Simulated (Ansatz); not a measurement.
**What a change of settings does: Ge (omega type)**

First run: DFT, PBE, all-electron LAPW, scalar-relativistic (Ansatz 0.2.0).

Command: `ansatz run input.yaml --threads 1 --pin off --max-ram 3072MiB --backend cpu --events-out ev --progress --plain --runs-dir out` It took 31 s on 1 thread of Arm Neoverse V1, on a shared host, peak memory 0.41 GiB.

```yaml
crystal:
  lattice:
    - [4.7218417839, 0.0, 0.0]
    - [-2.3609208919, 4.0892349375, 0.0]
    - [0.0, 0.0, 2.6577268179]
  atoms:
    - { symbol: Ge, position: [0.0, 0.0, 0.0] }
    - { symbol: Ge, position: [0.3333333333, 0.6666666667, 0.5] }
    - { symbol: Ge, position: [0.6666666667, 0.3333333333, 0.5] }
kpoints:
  mp_grid: { grid: [8, 8, 10] }
scf:
  occupations: { method: fermi_dirac, width: 0.08 }
hamiltonian:
  xc: pbe
  pseudopotentials: { kind: all_electron, lapw: { basis_error: 0.001 } }
output:
  forces: true
  stress: true
  eigenvalues: true
  populations: true
```

The cell comes from a relaxation on PAW files under the same functional, begun from a prototype that needn't be the stable phase.

This run: volume at 0.88 of the series' base cell.

It converges in 9 SCF iterations at a pressure of 10.84 GPa.

A second run of a changed input logged this at its end:

```
Error: invalid value for `scf.convergence.dr2_threshold`: must be finite and > 0; got -0.000001 eV
```

Task: What was wrong with the input?

Result: The fault: a threshold that can't be met, by this change (others could give a like log):
```diff
   occupations: { method: fermi_dirac, width: 0.08 }
+  convergence: { dr2_threshold: -1.0e-06 }
+  max_iter: 50
 hamiltonian:
```
